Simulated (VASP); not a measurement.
# SiC (P6_3mc) under biaxial strain in the (0001) plane, part 2 of 3

How do the elastic response and the band edges of SiC follow biaxial strain in the (0001) plane?

VASP 6.6.1, plane waves and PAW; the level of theory is named at each step.

So far: Starting point; Relax the crystal, LDA; Strain along the normal, LDA.

**4. Dielectric response, LDA**

Linear response gives the dielectric tensors, Born charges and zone-centre modes.

Level: LDA; plane waves and PAW (Si, C).

INCAR reads:

```
SYSTEM = SiC
PREC = Accurate
ENCUT = 600
EDIFF = 1E-08
NELM = 120
ISMEAR = 0
SIGMA = 0.02
LREAL = .FALSE.
ALGO = Normal
GGA = CA
NBANDS = 14
LASPH = .TRUE.
LWAVE = .FALSE.
LCHARG = .FALSE.
KPAR = 4
LEPSILON = .TRUE.
IBRION = 8
NSW = 1
```

POSCAR reads:

```
SiC
1.0
    2.9964403050      0.0000000000      0.0000000000
   -1.4982201530      2.5949934250      0.0000000000
    0.0000000000      0.0000000000      5.0396047870
Si C
2 2
Direct
    0.3333333333      0.6666666667      0.0021026295
    0.6666666667      0.3333333333      0.5021026295
    0.3333333333      0.6666666667      0.3748973705
    0.6666666667      0.3333333333      0.8748973705
```

KPOINTS reads:

```
Automatic mesh
0
Gamma
13 13 7
0 0 0
```

The projector-augmented-wave data sets are Si and C (LDA family, release 64).

Command:

```console
$ mpirun -np 4 vasp_std
```

What it wrote:

```text
[... set-up lines as in an earlier step ...]
 entering main loop
       N       E                     dE             d eps       ncg     rms          rms(c)
DAV:   1     0.317022171570E+02    0.31702E+02   -0.80891E+03  2352   0.116E+03
DAV:   2    -0.345495054865E+02   -0.66252E+02   -0.60731E+02  3330   0.183E+02
DAV:   3    -0.376123905174E+02   -0.30629E+01   -0.30478E+01  3282   0.373E+01
DAV:   4    -0.376407586427E+02   -0.28368E-01   -0.28363E-01  2634   0.447E+00
[...]
DAV:  13    -0.332127443825E+02    0.36966E-06   -0.14204E-06  3072   0.723E-03    0.116E-03
DAV:  14    -0.332127444012E+02   -0.18761E-07   -0.56948E-08  2880   0.189E-03    0.442E-04
DAV:  15    -0.332127444046E+02   -0.33890E-08   -0.14907E-09  1776   0.281E-04
   1 F= -.33212744E+02 E0= -.33212744E+02  d E =-.130058E-15
 Linear response reoptimize wavefunctions to high precision
DAV:   1    -0.332127444051E+02   -0.51841E-09   -0.13630E-10  2118   0.965E-05
DAV:   2    -0.332127444051E+02    0.22965E-10   -0.14969E-11  1584   0.324E-05
 Linear response G [H, r] |phi>, progress :
  Direction:   1
       N       E                     dE             d eps       ncg     rms
RMM:   1    -0.689823797148E+02   -0.68982E+02    0.62564E+01  6144   0.633E+01
RMM:   2    -0.515199465584E+02    0.17462E+02   -0.62979E+00  4004   0.179E+01
RMM:   3    -0.515614258479E+02   -0.41479E-01   -0.97379E-02  4283   0.215E+00
RMM:   4    -0.515620376146E+02   -0.61177E-03   -0.29572E-03  4600   0.339E-01
[...]
RMM:  10    -0.515620747443E+02    0.14314E-06    0.58275E-05  3234   0.276E-03
RMM:  11    -0.515620750964E+02   -0.35209E-06   -0.28779E-05  3050   0.271E-03
RMM:  12    -0.515620749460E+02    0.15033E-06   -0.48950E-05  2960   0.269E-03
 Linear response G [H, r] |phi>, progress :
  Direction:   2
       N       E                     dE             d eps       ncg     rms
RMM:   1    -0.811746503026E+02   -0.81175E+02   -0.12515E+02  5984   0.599E+01
RMM:   2    -0.646666590751E+02    0.16508E+02   -0.47371E+00  3980   0.160E+01
RMM:   3    -0.647030436196E+02   -0.36385E-01   -0.60429E-02  4231   0.178E+00
RMM:   4    -0.647035315364E+02   -0.48792E-03   -0.12071E-03  4457   0.257E-01
[...]
RMM:  10    -0.647035721299E+02   -0.12804E-05   -0.22448E-06  3030   0.293E-03
RMM:  11    -0.647035718409E+02    0.28901E-06   -0.11952E-04  2779   0.290E-03
RMM:  12    -0.647035714538E+02    0.38710E-06   -0.44764E-05  2711   0.289E-03
 Linear response G [H, r] |phi>, progress :
  Direction:   3
       N       E                     dE             d eps       ncg     rms
RMM:   1    -0.708310177142E+02   -0.70831E+02   -0.27806E+01  5766   0.588E+01
RMM:   2    -0.579747642918E+02    0.12856E+02   -0.43565E+00  3994   0.149E+01
RMM:   3    -0.580088925899E+02   -0.34128E-01   -0.61493E-02  4187   0.168E+00
[...]
RMM:   8    -0.150547765011E-01   -0.31954E-07    0.12067E-07 31190   0.111E-04    0.255E-05
RMM:   9    -0.150548018302E-01   -0.25329E-07    0.29256E-08 31382   0.669E-05    0.312E-06
RMM:  10    -0.150548014392E-01    0.39093E-09   -0.36124E-09 31835   0.494E-05    0.121E-06
 first order change of Fermi-energy  -0.70361E-02
 force on displaced ion       1 direction 1 : -22.459  -0.001  -0.000
 Born effective charge ion    1 direction 1 :   2.695  -0.000  -0.000
 Linear response progress:
  Degree of freedom:   2/  4
       N       E                     dE             d eps       ncg     rms          rms(c)
RMM:   1    -0.370776723326E-01   -0.37078E-01    0.65386E-02  9418   0.156E+00
RMM:   2    -0.294286860018E-01    0.76490E-02   -0.35419E-03  5797   0.436E-01    0.168E-01
RMM:   3    -0.288534985786E-01    0.57519E-03   -0.43751E-04  6055   0.141E-01    0.866E-02
RMM:   4    -0.286892941058E-01    0.16420E-03    0.14070E-04  6284   0.714E-02    0.335E-02
[...]
RMM:  12    -0.287121410204E-01   -0.64976E-08    0.14143E-07  6598   0.584E-05    0.114E-06
RMM:  13    -0.287121411177E-01   -0.97255E-10    0.10111E-07  5493   0.552E-05    0.378E-07
RMM:  14    -0.287121420236E-01   -0.90594E-09    0.93171E-08  4271   0.546E-05    0.759E-08
 first order change of Fermi-energy   0.90485E+01
 force on displaced ion       1 direction 3 :  -0.000  -0.000 -29.080
 Born effective charge ion    1 direction 3 :  -0.000  -0.000   2.883
 Linear response progress:
  Degree of freedom:   3/  4
       N       E                     dE             d eps       ncg     rms          rms(c)
RMM:   1    -0.129234134043E+00   -0.12923E+00    0.56687E-02 35905   0.212E+00
RMM:   2    -0.125832784276E+00    0.34013E-02   -0.38273E-03 26915   0.445E-01    0.224E-01
RMM:   3    -0.125720677035E+00    0.11211E-03   -0.12527E-03 26236   0.211E-01    0.111E-01
RMM:   4    -0.126858472971E+00   -0.11378E-02   -0.10939E-03 26862   0.181E-01    0.198E-02
[...]
RMM:  10    -0.126822396088E+00   -0.12675E-06   -0.60527E-08 31666   0.124E-04    0.443E-06
RMM:  11    -0.126822348529E+00    0.47559E-07   -0.36107E-08 31024   0.108E-04    0.549E-07
RMM:  12    -0.126822357678E+00   -0.91493E-08   -0.58657E-08 28405   0.101E-04    0.343E-07
 first order change of Fermi-energy  -0.27048E+00
 force on displaced ion       3 direction 1 : -21.882   0.001  -0.000
 Born effective charge ion    3 direction 1 :  -2.695  -0.000  -0.000
 Linear response progress:
  Degree of freedom:   4/  4
       N       E                     dE             d eps       ncg     rms          rms(c)
RMM:   1    -0.141970897944E+00   -0.14197E+00    0.85916E-02  7525   0.220E+00
RMM:   2    -0.136667505137E+00    0.53034E-02   -0.41272E-03  5799   0.472E-01    0.240E-01
RMM:   3    -0.135837516067E+00    0.82999E-03   -0.28235E-03  6052   0.259E-01    0.118E-01
RMM:   4    -0.136417585803E+00   -0.58007E-03   -0.56265E-04  6082   0.125E-01    0.427E-02
[...]
RMM:  10    -0.136638923798E+00    0.64577E-07   -0.10765E-07  6642   0.135E-04    0.130E-05
RMM:  11    -0.136638964586E+00   -0.40789E-07   -0.65944E-08  6870   0.993E-05    0.380E-06
RMM:  12    -0.136638961641E+00    0.29456E-08   -0.34889E-08  6725   0.867E-05    0.914E-07
 first order change of Fermi-energy  -0.90260E+01
 force on displaced ion       3 direction 3 :  -0.000  -0.000 -26.008
 Born effective charge ion    3 direction 3 :  -0.000  -0.000  -2.883
 Born effective charges drift removed
 Linear response finished
```

Run time: 9.8 min. Hardware: 4 MPI ranks of Intel Xeon Platinum 8175M at 2.50GHz (Skylake/Cascade Lake), shared host; peak memory 3.4 GiB.

OUTCAR, selected parts (step 4):

```text
  LATTYP: Found a hexagonal cell.
 ALAT       =     2.9964403050
 C/A-ratio  =     1.6818639032

 Subroutine GETGRP returns: Found 12 space group operations
 (whereof  6 operations were pure point group operations)

The static configuration has the point symmetry C_3v.
 The point group associated with its full space group is C_6v.

 Found     84 irreducible k-points:

   k-points           NKPTS =     84   k-points in BZ     NKDIM =     84   number of bands    NBANDS=     14

   dimension x,y,z NGX =    24 NGY =   24 NGZ =   40
   dimension x,y,z NGXF=    48 NGYF=   48 NGZF=   80

   ENCUT  =  600.0 eV  44.10 Ry    6.64 a.u.   5.98  5.98 10.07*2*pi/ulx,y,z

   NELECT =      16.0000    total number of electrons

  Total        3.2956202      3.2956202     -0.0002034     -0.0000000      0.0000000      0.0000000
  in kB      134.7439793    134.7439793     -0.0083165     -0.0000000      0.0000000      0.0000000
  external PRESSURE =      89.8265474 kB  Pullay stress =       0.0000000 kB

 POSITION                                       TOTAL-FORCE (eV/Angst)
 -----------------------------------------------------------------------------------
     -0.00000      1.73000      0.01060         0.000000      0.000000     -0.000691
      1.49822      0.86500      2.53040        -0.000000     -0.000000     -0.000691
     -0.00000      1.73000      1.88933         0.000000      0.000000      0.000691
      1.49822      0.86500      4.40914        -0.000000     -0.000000      0.000691
 -----------------------------------------------------------------------------------
    total drift:                                0.000000      0.000000      0.000182

 MACROSCOPIC STATIC DIELECTRIC TENSOR (including local field effects in DFT)
 ------------------------------------------------------
           6.806461    -0.000000     0.000000
          -0.000000     6.806461     0.000000
           0.000000     0.000000     7.309491
 ------------------------------------------------------

 PIEZOELECTRIC TENSOR (including local field effects)  for field in x, y, z        (C/m^2)
          XX          YY          ZZ          XY          YZ          ZX
  --------------------------------------------------------------------------------
  x     0.00000     0.00000     0.00000    -0.00000    -0.00000     0.63183
  y     0.00000     0.00000     0.00000     0.00000     0.63183    -0.00000
  z     0.48372     0.48372    -0.87805    -0.00000     0.00000    -0.00000

 BORN EFFECTIVE CHARGES (including local field effects) (in |e|, cummulative output)
 ---------------------------------------------------------------------------------
 ion    1
    1     2.69531    -0.00000    -0.00000
    2    -0.00000     2.69531     0.00000
    3     0.00000     0.00000     2.88374
 ion    2
    1     2.69531    -0.00000     0.00000
    2    -0.00000     2.69531    -0.00000
    3    -0.00000    -0.00000     2.88374
 ion    3
    1    -2.69531     0.00000     0.00000
    2     0.00000    -2.69531     0.00000
    3     0.00000     0.00000    -2.88374
 ion    4
    1    -2.69531     0.00000    -0.00000
    2     0.00000    -2.69531     0.00000
    3    -0.00000     0.00000    -2.88374

 Eigenvectors and eigenvalues of the dynamical matrix
 ----------------------------------------------------

   1 f  =   25.776053 THz   161.955718 2PiTHz  859.796585 cm-1   106.601142 meV
             X         Y         Z           dx          dy          dz
     -0.000000  1.729996  0.010596     0.000000    0.000000   -0.027306
      1.498220  0.864998  2.530399     0.000000    0.000000    0.027306
     -0.000000  1.729996  1.889335    -0.000000   -0.000000   -0.706579
      1.498220  0.864998  4.409137    -0.000000   -0.000000    0.706579

   2 f  =   25.183387 THz   158.231887 2PiTHz  840.027371 cm-1   104.150073 meV
             X         Y         Z           dx          dy          dz
     -0.000000  1.729996  0.010596     0.287876   -0.258669    0.000000
      1.498220  0.864998  2.530399     0.287876   -0.258669    0.000000
     -0.000000  1.729996  1.889335    -0.440194    0.395534    0.000000
      1.498220  0.864998  4.409137    -0.440194    0.395534   -0.000000

   3 f  =   25.183387 THz   158.231887 2PiTHz  840.027371 cm-1   104.150073 meV
             X         Y         Z           dx          dy          dz
     -0.000000  1.729996  0.010596    -0.258669   -0.287876   -0.000000
      1.498220  0.864998  2.530399    -0.258669   -0.287876   -0.000000
     -0.000000  1.729996  1.889335     0.395534    0.440194   -0.000000
      1.498220  0.864998  4.409137     0.395534    0.440194    0.000000

   4 f  =   24.250991 THz   152.373473 2PiTHz  808.926003 cm-1   100.293997 meV
             X         Y         Z           dx          dy          dz
     -0.000000  1.729996  0.010596     0.272320   -0.244692    0.000000
      1.498220  0.864998  2.530399    -0.272320    0.244692    0.000000
     -0.000000  1.729996  1.889335     0.449983   -0.404330   -0.000000
      1.498220  0.864998  4.409137    -0.449983    0.404330   -0.000000

   5 f  =   24.250991 THz   152.373473 2PiTHz  808.926003 cm-1   100.293997 meV
             X         Y         Z           dx          dy          dz
     -0.000000  1.729996  0.010596    -0.244692   -0.272320   -0.000000
      1.498220  0.864998  2.530399     0.244692    0.272320   -0.000000
     -0.000000  1.729996  1.889335    -0.404330   -0.449983    0.000000
      1.498220  0.864998  4.409137     0.404330    0.449983    0.000000

   6 f  =   23.733583 THz   149.122500 2PiTHz  791.667115 cm-1    98.154168 meV
             X         Y         Z           dx          dy          dz
     -0.000000  1.729996  0.010596    -0.000000   -0.000000    0.387042
      1.498220  0.864998  2.530399     0.000000    0.000000    0.387042
     -0.000000  1.729996  1.889335    -0.000000   -0.000000   -0.591776
      1.498220  0.864998  4.409137     0.000000    0.000000   -0.591776

   7 f  =   18.354093 THz   115.322167 2PiTHz  612.226639 cm-1    75.906395 meV
             X         Y         Z           dx          dy          dz
     -0.000000  1.729996  0.010596    -0.000000   -0.000000   -0.706579
      1.498220  0.864998  2.530399     0.000000    0.000000    0.706579
     -0.000000  1.729996  1.889335    -0.000000   -0.000000    0.027306
      1.498220  0.864998  4.409137     0.000000    0.000000   -0.027306

   8 f  =    7.687436 THz    48.301587 2PiTHz  256.425276 cm-1    31.792668 meV
             X         Y         Z           dx          dy          dz
     -0.000000  1.729996  0.010596    -0.449983    0.404330    0.000000
      1.498220  0.864998  2.530399     0.449983   -0.404330    0.000000
     -0.000000  1.729996  1.889335     0.272321   -0.244692    0.000000
      1.498220  0.864998  4.409137    -0.272321    0.244692    0.000000

   9 f  =    7.687436 THz    48.301587 2PiTHz  256.425276 cm-1    31.792668 meV
             X         Y         Z           dx          dy          dz
     -0.000000  1.729996  0.010596    -0.404330   -0.449983   -0.000000
      1.498220  0.864998  2.530399     0.404330    0.449983   -0.000000
     -0.000000  1.729996  1.889335     0.244692    0.272321    0.000000
      1.498220  0.864998  4.409137    -0.244692   -0.272321   -0.000000

  10 f/i=    0.000229 THz     0.001437 2PiTHz    0.007629 cm-1     0.000946 meV
             X         Y         Z           dx          dy          dz
     -0.000000  1.729996  0.010596    -0.357324    0.471738    0.000000
      1.498220  0.864998  2.530399    -0.357324    0.471738    0.000000
     -0.000000  1.729996  1.889335    -0.233681    0.308505    0.000000
      1.498220  0.864998  4.409137    -0.233681    0.308505    0.000000

  11 f/i=    0.000229 THz     0.001437 2PiTHz    0.007629 cm-1     0.000946 meV
             X         Y         Z           dx          dy          dz
     -0.000000  1.729996  0.010596    -0.471738   -0.357324    0.000000
      1.498220  0.864998  2.530399    -0.471738   -0.357324    0.000000
     -0.000000  1.729996  1.889335    -0.308505   -0.233681    0.000000
      1.498220  0.864998  4.409137    -0.308505   -0.233681    0.000000

  12 f/i=    0.001225 THz     0.007697 2PiTHz    0.040862 cm-1     0.005066 meV
             X         Y         Z           dx          dy          dz
     -0.000000  1.729996  0.010596    -0.000000    0.000000   -0.591776
      1.498220  0.864998  2.530399    -0.000000    0.000000   -0.591776
     -0.000000  1.729996  1.889335    -0.000000    0.000000   -0.387042
      1.498220  0.864998  4.409137    -0.000000    0.000000   -0.387042

 MACROSCOPIC STATIC DIELECTRIC TENSOR IONIC CONTRIBUTION
 ------------------------------------------------------
           3.073220    -0.000000     0.000000
          -0.000000     3.073220     0.000000
           0.000000     0.000000     3.960696
 ------------------------------------------------------

 ELASTIC MODULI CONTR FROM IONIC RELAXATION (kBar)
 Direction    XX          YY          ZZ          XY          YZ          ZX
 --------------------------------------------------------------------------------
 XX        -708.9593    324.9844    275.4365      0.0000      0.0000     -0.0000
 YY         324.9844   -708.9593    275.4365      0.0000     -0.0000      0.0000
 ZZ         275.4365    275.4365   -395.1575     -0.0000      0.0000      0.0000
 XY           0.0000      0.0000     -0.0000   -516.9719     -0.0000      0.0000
 YZ           0.0000     -0.0000      0.0000     -0.0000   -206.7849      0.0000
 ZX           0.0000     -0.0000      0.0000      0.0000      0.0000   -219.2859
 --------------------------------------------------------------------------------

 PIEZOELECTRIC TENSOR IONIC CONTR  for field in x, y, z        (C/m^2)
          XX          YY          ZZ          XY          YZ          ZX
  --------------------------------------------------------------------------------
  x     0.00000    -0.00000     0.00000     0.00000     0.00000    -0.77246
  y     0.00000    -0.00000     0.00000    -0.00000    -0.75012     0.00000
  z    -0.82053    -0.82053     1.17718     0.00000    -0.00000    -0.00000

[... 1 part as in an earlier step ...]

[... 3 further parts left out ...]
```

CONTCAR:

```
SiC
   1.00000000000000
     2.9964403050000001    0.0000000000000000    0.0000000000000000
    -1.4982201530000001    2.5949934250000002    0.0000000000000000
     0.0000000000000000    0.0000000000000000    5.0396047870000000
  Si              C
     2     2
Direct
     0.3333333332999970    0.6666666667000030    0.0021026295000013
     0.6666666667000030    0.3333333332999970    0.5021026295000013
     0.3333333332999970    0.6666666667000030    0.3748973705000012
     0.6666666667000030    0.3333333332999970    0.8748973705000012
```

This run gave:

- ε∞, diagonal: 6.81, 6.81, 7.31

(Continued in part 3 of 3.)

[Lines on the potential files, build, host, timing and source positions are cut from VASP's logs without a mark.]

[Logs are printed without paths, hosts, clocks, repeated set-up lines and the standing remarks that a program may print on its own settings, such as how far it seeks lower states.]

[Hosts, paths, dates, database ids (printed as entryN), source tags and the programs' standing remarks are cut or masked in the printed files.]

[In band tables of VASP the shares of atoms and orbitals are scaled to a sum of 1 inside the atoms' spheres.]
